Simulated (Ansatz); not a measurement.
The system is CdTe.

```
Te Cd
1.0
     0.00000    3.20500    3.20500
     3.20500    0.00000    3.20500
     3.20500    3.20500    0.00000
Te Cd
1 1
Cartesian
  4.8075 4.8075 4.8075
  0.0000 0.0000 0.0000
```

* Program: Ansatz 0.2.0
* Task: relaxation of cell and atoms
* Functional: BLYP
* Dispersion: D4
* Potentials or basis: all-electron LAPW, scalar-relativistic
* Basis error allowed: 0.001 eV/atom
* k mesh: 7 × 7 × 7
* Occupations: fermi-dirac, width 0.05 eV
* Spin: no spin polarisation

At the start: volume 32.92 Å³/atom.

Question: How do energy, volume and symmetry change on relaxing?

Answer: Over 5 steps the energy falls by 19.2 meV/atom and the volume is 35.14 Å³/atom (+6.7 %); space group F-43m (No. 216, to 0.05 Å).

Step by step:
```tsv
step	energy change (eV)	largest force (eV/Å)	volume (Å³)
1	0.0000	0.0000	65.84
2	-0.0279	0.0000	72.87
3	-0.0382	0.0000	70.62
4	-0.0383	0.0000	70.28
5	-0.0383	0.0000	70.28
```

Final structure:
```
Te Cd
1.0
     0.00000    3.27541    3.27541
     3.27541    0.00000    3.27541
     3.27541    3.27541    0.00000
Te Cd
1 1
Direct
  0.75000 0.75000 0.75000
  0.00000 0.00000 0.00000
```
